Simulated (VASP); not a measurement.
# Rh (Fm-3m) in VASP: a series of runs, part 2 of 2

VASP 6.6.1. Earlier steps stand in the parts before.

### 4 Relaxation of the atoms, PBE

Input file INCAR:

```
PREC = Accurate ; ENCUT = 600
EDIFF = 1E-7 ; ISMEAR = 1
SIGMA = 0.1 ; LREAL = F
LASPH = T ; NELM = 80
ALGO = Normal ; ISIF = 2
LWAVE = F ; LCHARG = F
GGA = PE ; IBRION = 2
NSW = 40 ; EDIFFG = -0.01
```

Input file KPOINTS:

```
Automatic mesh
0
Gamma
  16 16 16
```

Input file POSCAR:

```
Rh                                      
1.0
    0.0000000000      1.9147257169      1.9147257169
    1.9147257169      0.0000000000      1.9147257169
    1.9147257169      1.9147257169      0.0000000000
  Rh            
     1
Direct
     0.0000000000000000    0.0000000000000000    0.0000000000000000
```

Potentials or basis: VASP PAW PBE potentials, release 64 (Rh_pv).

On the command line:

```
$ cat potpaw_PBE.64/Rh_pv/POTCAR > POTCAR
$ mpirun -np 1 vasp_std > vasp.out
```

OUTCAR:

```text
PREC = Accurate
   ENCUT = 600
   EDIFF = 1E-7
   ISMEAR = 1
   LREAL = F
   LASPH = T
   NELM = 80
   ISIF = 2
   GGA = PE
   IBRION = 2
   NSW = 40
   EDIFFG = -0.01

 ion  position               nearest neighbor table
   1  0.000  0.000  0.000-

  LATTYP: Found a face centered cubic cell.
 ALAT       =     3.8294514338

  Lattice vectors:

 A1 = (   0.0000000000,   1.9147257169,   1.9147257169)
 A2 = (   1.9147257169,   0.0000000000,   1.9147257169)
 A3 = (   1.9147257169,   1.9147257169,   0.0000000000)

Analysis of symmetry for initial positions (statically):
=====================================================================
 Subroutine PRICEL returns:
 Original cell was already a primitive cell.

 Routine SETGRP: Setting up the symmetry group for a
 face centered cubic supercell.

 Subroutine GETGRP returns: Found 48 space group operations
 (whereof 48 operations were pure point group operations)
 out of a pool of 48 trial point group operations.

The static configuration has the point symmetry O_h .

Analysis of symmetry for dynamics (positions and initial velocities):
=====================================================================
 Subroutine PRICEL returns:
 Original cell was already a primitive cell.

 Routine SETGRP: Setting up the symmetry group for a
 face centered cubic supercell.

 Subroutine GETGRP returns: Found 48 space group operations
 (whereof 48 operations were pure point group operations)
 out of a pool of 48 trial point group operations.

The dynamic configuration has the point symmetry O_h .

 Subroutine INISYM returns: Found 48 space group operations
 (whereof 48 operations are pure point group operations),
 and found     1 'primitive' translations

----------------------------------------------------------------------------------------

                                     Primitive cell

  volume of cell :      14.0394

  direct lattice vectors                    reciprocal lattice vectors
     0.000000000  1.914725717  1.914725717    -0.261134008  0.261134008  0.261134008
     1.914725717  0.000000000  1.914725717     0.261134008 -0.261134008  0.261134008
     1.914725717  1.914725717  0.000000000     0.261134008  0.261134008 -0.261134008

  length of vectors
     2.707831077  2.707831077  2.707831077     0.452297369  0.452297369  0.452297369

  position of ions in fractional coordinates (direct lattice)
     0.000000000  0.000000000  0.000000000

  ion indices of the primitive-cell ions
   primitive index   ion index
                 1           1

----------------------------------------------------------------------------------------

 KPOINTS: Automatic mesh

Automatic generation of k-mesh.
 Grid dimensions read from file:
 generate k-points for:   16   16   16

 Generating k-lattice:

  Cartesian coordinates                     Fractional coordinates (reciprocal lattice)
    -0.016320875  0.016320875  0.016320875     0.062500000  0.000000000  0.000000000
     0.016320875 -0.016320875  0.016320875     0.000000000  0.062500000  0.000000000
     0.016320875  0.016320875 -0.016320875     0.000000000  0.000000000  0.062500000

  Length of vectors
     0.028268586  0.028268586  0.028268586

  Shift w.r.t. Gamma in fractional coordinates (k-lattice)
     0.000000000  0.000000000  0.000000000

 Subroutine IBZKPT returns following result:
 ===========================================

 Found    145 irreducible k-points:

 Following reciprocal coordinates:
            Coordinates               Weight
  0.000000  0.000000  0.000000      1.000000
  0.062500  0.000000  0.000000      8.000000
  0.125000  0.000000  0.000000      8.000000
  0.187500  0.000000  0.000000      8.000000
  0.250000  0.000000  0.000000      8.000000
  0.312500  0.000000  0.000000      8.000000
[... 16 lines left out ...]
 -0.125000  0.062500  0.000000     24.000000
 -0.062500  0.062500  0.000000     12.000000
 [... further k-points ...]
   k-points           NKPTS =    145   k-points in BZ     NKDIM =    145   number of bands    NBANDS=     11
   number of dos      NEDOS =    301   number of ions     NIONS =      1
   total plane-waves  NPLWV =  13824
   dimension x,y,z NGX =    24 NGY =   24 NGZ =   24
   dimension x,y,z NGXF=    48 NGYF=   48 NGZF=   48
   ions per type =               1
   NGX,Y,Z   is equivalent  to a cutoff of  14.73, 14.73, 14.73 a.u.
   NGXF,Y,Z  is equivalent  to a cutoff of  29.47, 29.47, 29.47 a.u.
 SYSTEM =  unknown system
   PREC   = accura    normal or accurate (medium, high low for compatibility)
   ISTART =      0    job   : 0-new  1-cont  2-samecut
   ICHARG =      2    charge: 1-file 2-atom 10-const
   ISPIN  =      1    spin polarized calculation?
   LNONCOLLINEAR =      F non collinear calculations
   LSORBIT =      F    spin-orbit coupling
   LASPH  =      T    aspherical Exc in radial PAW
   ENCUT  =  600.0 eV  44.10 Ry    6.64 a.u.   5.41  5.41  5.41*2*pi/ulx,y,z
   NELM   =     80;   NELMIN=  2; NELMDL= -5     # of ELM steps
   EDIFF  = 0.1E-06   stopping-criterion for ELM
   LREAL  =      F    real-space projection
   EDIFFG = -.1E-01   stopping-criterion for IOM
   NSW    =     40    number of steps for IOM
   IBRION =      2    ionic relax: 0-MD 1-quasi-New 2-CG
   NFREE  =      1    steps in history (QN), initial steepest desc. (CG)
   ISIF   =      2    stress and relaxation
   ISYM   =      2    0-nonsym 1-usesym 2-fastsym
   POTIM  = 0.5000    time-step for ionic-motion
   TEBEG  =    0.0;   TEEND  =   0.0 temperature during run
   PSTRESS=    0.0 pullay stress
   NELECT =      15.0000    total number of electrons
   NUPDOWN=      -1.0000    fix difference up-down
   EMIN   =  10.00;   EMAX   =-10.00  energy-range for DOS
   EFERMI =   0.00;   METHOD = LEGACY
   ISMEAR =     1;   SIGMA  =   0.10  broadening in eV -4-tet -1-fermi 0-gaus
   EFERMI_NEDOS =   21; number of points for ismear=-14 and -15
   IALGO  =     38    algorithm
   IMIX   =      4    mixing-type and parameters
     AMIX     =   0.40;   BMIX     =  1.00
     AMIX_MAG =   1.60;   BMIX_MAG =  1.00
  volume/ion in A,a.u.               =      14.04        94.74
  Fermi-wavevector in a.u.,A,eV,Ry     =   1.673614  3.162672 38.109707  2.800984
  Thomas-Fermi vector in A             =   2.758555
   LORBIT       =      0    0 simple, 1 ext, 2 COOP (PROOUT), +10 PAW based schemes
   GGA     = PE    functional components
   LHFCALC =     F    Hartree Fock is set to
   AEXX    =    0.0000 exact exchange contribution
   IVDW    =     0    specifies the selected vdW correction
   LEPSILON=     F    determine dielectric tensor
   LRPA    =     F    only Hartree local field effects (RPA)
 conjugate gradient relaxation of ions
 non-spin polarized calculation
 Methfessel and Paxton  Order N= 1 SIGMA  =   0.10
  energy-cutoff  :      600.00
  volume of cell :       14.04
 maximum number of plane-waves:       489
 NGX is ok and might be reduce to    24
   NGX = 11   NGY = 11   NGZ = 11

 number of electron      15.0000000 magnetization

 Free energy of the ion-electron system (eV)
  ---------------------------------------------------
  ext. energy  EPLUGINS =         0.00000000
  ---------------------------------------------------
  free energy    TOTEN  =        -7.25786107 eV

  energy without entropy =       -7.25759277  energy(sigma->0) =       -7.25777164

 E-fermi :  11.5064     XC(G=0): -13.8963

 val. band max:       11.5012104935   @ k =   0.4375   0.1250   0.0625
 cond. band min:      11.5106209411   @ k =  -0.3750   0.2500   0.0000
 fundamental gap:      0.0094104476
 Fermi energy:        11.5063709764

 k-point     1 :       0.0000    0.0000    0.0000
  band No.  band energies     occupation
      1     -34.8181      2.00000
      2     -34.8181      2.00000
      3     -34.8181      2.00000
      4       3.7188      2.00000
      5       8.5454      2.00000
      6       8.5454      2.00000
      7       8.5454      2.00000
      8      10.5633      2.00000
      9      10.5633      2.00000
     10      27.5324      0.00000
     11      32.1293      0.00000
[... 309 lines left out ...]
 k-point    24 :      -0.0625    0.0625    0.0000
  band No.  band energies     occupation
      1     -34.8825      2.00000
      2     -34.8377      2.00000
      3     -34.8233      2.00000
      4       4.1231      2.00000
      5       8.3527      2.00000
      6       8.6870      2.00000
      7       8.7329      2.00000
      8      10.3839      2.00000
      9      10.5883      2.00000
     10      28.0888      0.00000
     11      31.1870      0.00000

 [... further k-points ...]

------------------------ aborting loop because EDIFF is reached ----------------------------------------

  FORCE on cell =-STRESS in cart. coord.  units (eV):
  Direction    XX          YY          ZZ          XY          YZ          ZX
  --------------------------------------------------------------------------------------
  -------------------------------------------------------------------------------------
  Total        0.0013133      0.0013133      0.0013133      0.0000000      0.0000000     -0.0000000
  in kB        0.1498734      0.1498734      0.1498734      0.0000000      0.0000000     -0.0000000
  external PRESSURE =       0.1498734 kB  Pullay stress =       0.0000000 kB

 VOLUME and BASIS-vectors are now :
 -----------------------------------------------------------------------------
  energy-cutoff  :      600.00
  volume of cell :       14.04
      direct lattice vectors                 reciprocal lattice vectors
     0.000000000  1.914725717  1.914725717    -0.261134008  0.261134008  0.261134008
     1.914725717  0.000000000  1.914725717     0.261134008 -0.261134008  0.261134008
     1.914725717  1.914725717  0.000000000     0.261134008  0.261134008 -0.261134008

 POSITION                                       TOTAL-FORCE (eV/Angst)
 -----------------------------------------------------------------------------------
      0.00000      0.00000      0.00000         0.000000      0.000000     -0.000000
 -----------------------------------------------------------------------------------
    total drift:                               -0.000000      0.000000      0.000000

  FREE ENERGIE OF THE ION-ELECTRON SYSTEM (eV)
  ---------------------------------------------------
  free  energy   TOTEN  =        -7.2578610710 eV

  energy  without entropy=       -7.2575927687  energy(sigma->0) =       -7.25777164

 reached required accuracy - stopping structural energy minimisation
```

Wall time 14 s (1 thread of Intel Xeon Platinum 8488C (Sapphire Rapids), shared host); peak memory 0.15 GiB.

Results:

```yaml
Free_energy: -7.2579 eV
Pressure_after_relaxing: 0.0 GPa
Band_gap_on_the_k_mesh: none (metal or under the smearing width)
```

Final structure:
```
CELL_PARAMETERS angstrom
0.00000 1.91473 1.91473
1.91473 0.00000 1.91473
1.91473 1.91473 0.00000
ATOMIC_POSITIONS crystal
Rh 0.00000 0.00000 0.00000
```

Caveat: the relaxation stopped at its first step, so nothing moved.

### 5 Overview

| cell | gap on the mesh (eV) | pressure (GPa) |
| --- | --- | --- |
| atoms relaxed from: a relaxed cell with its volume scaled by 0.96 | none | 11.7 |
| atoms relaxed from: a relaxed cell with its volume scaled by 0.98 | none | 5.5 |
| atoms relaxed | none | 0.0 |

Alike in all rows: task relaxation of the atoms; level PBE; potentials or basis VASP PAW PBE potentials, release 64 (Rh_pv); no spin polarisation; k mesh 16 × 16 × 16; cutoff (eV) 600; smearing methfessel-paxton 0.1 eV.

Caveats: the relaxation stopped at its first step, so nothing moved.

Absolute energies hang on the potentials; compare differences alone.
